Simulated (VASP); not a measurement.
SnTe, 2 atoms in the cell. It takes space group Fm-3m (No. 225, cubic). Conventional cell: a = 6.302 Å, b = 6.302 Å, c = 6.302 Å, α = 90.00°, β = 90.00°, γ = 90.00°. Sn (site symmetry m-3m) is surrounded by 6 Te at 3.15 Å. Te (site symmetry m-3m) is surrounded by 6 Sn at 3.15 Å. 

- Program: VASP 6.6.1
- Task: single point
- Functional: PBE
- Potentials or basis: VASP PAW PBE potentials, release 64 (Sn_d, Te)
- Cutoff: 300 eV
- k mesh: 6 × 6 × 6
- Occupations: gaussian, width 0.02 eV
- Spin: no spin polarisation
- Further INCAR settings: ALGO = Normal; EDIFF = 1e-07; NBANDS = 17

Potentials or basis: VASP PAW PBE potentials, release 64 (Sn_d, Te).

Run with:

```console
$ cat potpaw_PBE.64/Sn_d/POTCAR potpaw_PBE.64/Te/POTCAR > POTCAR
$ mpirun -np 1 vasp_std > vasp.out
```

Hardware: 1 thread of Intel(R) Xeon(R) Platinum 8488C (Sapphire Rapids) (shared host).

Question: How long does it take, and how much memory?

Answer: Wall time 12 s on 1 thread of Intel(R) Xeon(R) Platinum 8488C (Sapphire Rapids), on a shared host, peak memory 0.15 GiB. Counts: scf iterations 17, k points 16.
